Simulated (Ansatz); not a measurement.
# Ti2Pt3: a trial structure relaxed

The task: take a trial cell of Ti2Pt3 to zero force and stress.

Program: Ansatz 0.2.0. Level of theory: DFT PBE, scalar-relativistic, plane waves, PAW. These are calculated values, not measurements.

1 further run of the same task is left out (it didn't finish).

### 1 Starting point

The structure is cubic, space group Im-3m (No. 229). Conventional cell: a = 7.233 Å, b = 7.233 Å, c = 7.233 Å, α = 90.00°, β = 90.00°, γ = 90.00°. Ti (site symmetry -3m) is surrounded by 6 Pt at 2.62 Å. Pt (site symmetry 4mm) is surrounded by 1 Pt at 2.51 Å and 4 Ti at 2.62 Å.

Coordinates:

```cif
data_structure
_symmetry_space_group_name_H-M 'P 1'
_symmetry_Int_Tables_number 1
_cell_length_a 6.2641
_cell_length_b 6.2641
_cell_length_c 6.2641
_cell_angle_alpha 109.471
_cell_angle_beta 109.471
_cell_angle_gamma 109.471
_cell_volume 189.21
loop_
_atom_site_label
_atom_site_type_symbol
_atom_site_fract_x
_atom_site_fract_y
_atom_site_fract_z
_atom_site_occupancy
Ti1 Ti 0.50000 0.50000 0.50000 1
Ti2 Ti 0.00000 0.00000 0.50000 1
Ti3 Ti 0.00000 0.50000 0.00000 1
Ti4 Ti 0.50000 0.00000 0.00000 1
Pt1 Pt 0.00000 0.32617 0.32617 1
Pt2 Pt 0.00000 0.67383 0.67383 1
Pt3 Pt 0.32617 0.00000 0.32617 1
Pt4 Pt 0.67383 0.00000 0.67383 1
Pt5 Pt 0.32617 0.32617 0.00000 1
Pt6 Pt 0.67383 0.67383 0.00000 1
```

The cell is invented: random cell by space group and Wyckoff sites (Im-3m, No. 229). Its size is a rough estimate.

### 2 Probe: one point on a coarse mesh

The input, input.yaml:

```yaml
crystal:
  lattice:
    - [-3.61658351, 3.61658351, 3.61658351]
    - [3.61658351, -3.61658351, 3.61658351]
    - [3.61658351, 3.61658351, -3.61658351]
  atoms:
    - { symbol: Ti, position: [0.5, 0.5, 0.5] }
    - { symbol: Ti, position: [0.0, 0.0, 0.5] }
    - { symbol: Ti, position: [0.0, 0.5, 0.0] }
    - { symbol: Ti, position: [0.5, 0.0, 0.0] }
    - { symbol: Pt, position: [0.0, 0.32617228, 0.32617228] }
    - { symbol: Pt, position: [0.0, 0.67382772, 0.67382772] }
    - { symbol: Pt, position: [0.32617228, 0.0, 0.32617228] }
    - { symbol: Pt, position: [0.67382772, 0.0, 0.67382772] }
    - { symbol: Pt, position: [0.32617228, 0.32617228, 0.0] }
    - { symbol: Pt, position: [0.67382772, 0.67382772, 0.0] }
basis:
  ecutwfc: 420
kpoints:
  mp_grid: { grid: [4, 4, 4] }
hamiltonian:
  xc: pbe
scf:
  occupations: { method: gaussian, width: 0.1 }
  lower_state_search: "off"
output:
  forces: true
  stress: true
  eigenvalues: true
```

Run with:

```bash
> ansatz run input.yaml --threads 1 --pin off --max-ram 2560MiB --backend cpu --events-out ev --progress --plain --runs-dir out
```

Output, shortened:

```text
Warning: RAYON_NUM_THREADS=1 ignored (pool sized by the plan → 1); use --threads N
[...]
Pseudopotentials: kind: paw
Pseudopotential: Ti, paw, valence charge 12, recommended cutoff 420 eV (normal), Ti.paw.azcp
Pseudopotential: Pt, paw, valence charge 18, recommended cutoff 420 eV (normal), Pt.paw.azcp
Functional definition: PBE
[...]
Crystal: 10 atoms, lattice volume = 189.215 Å³
Basis set: ecut = 420 eV, 3781 PW (Γ), exchange–correlation on 90×90×90 points (8 copies of the dense FFT grid, shifted against one another)
Bands: 94, of which v1, the nominal top of the filled ones, is band 78 counted from 1 (77 counted from 0)
Symmetry: 48 space group operations
Space group: Im-3m (ITA 229), of the structure as read, at distance tolerance 5.7e-5 Å
[...]
Entropy (-TS):   -0.132665 eV (-13.266 meV/atom)
Fermi energy:    15.821982 eV
[...]
--- Forces (eV/Å), atoms counted from 1 ---
  atom   1  Ti     0.00000000    -0.00000000     0.00000000
  atom   2  Ti     0.00000000     0.00000000    -0.00000000
  atom   3  Ti     0.00000000    -0.00000000     0.00000000
  atom   4  Ti     0.00000000    -0.00000000    -0.00000000
  atom   5  Pt    -0.46092155     0.00000000     0.00000000
  atom   6  Pt     0.46092155    -0.00000000    -0.00000000
  atom   7  Pt    -0.00000000    -0.46092155    -0.00000000
  atom   8  Pt     0.00000000     0.46092155     0.00000000
[...]
--- Stress (GPa, compression-positive) ---
       -2.610190      -0.000000       0.000000
        0.000000      -2.610190      -0.000000
        0.000000      -0.000000      -2.610190
  P = ⅓ Tr σ = -2.6102 GPa (-26.102 kbar)
--- Band table (eV; the first three rows and the last of 8) ---
[...]
```

It took 2.7 s on 1 thread of AMD EPYC 9R45 (Zen 5), shared host; peak memory 0.56 GiB.

The probe gives pressure -2.6 GPa, largest force 0.46 eV/Å, gap on this mesh none (metal). A cheap, loose relaxation comes first.

[end of part 1 of 3]
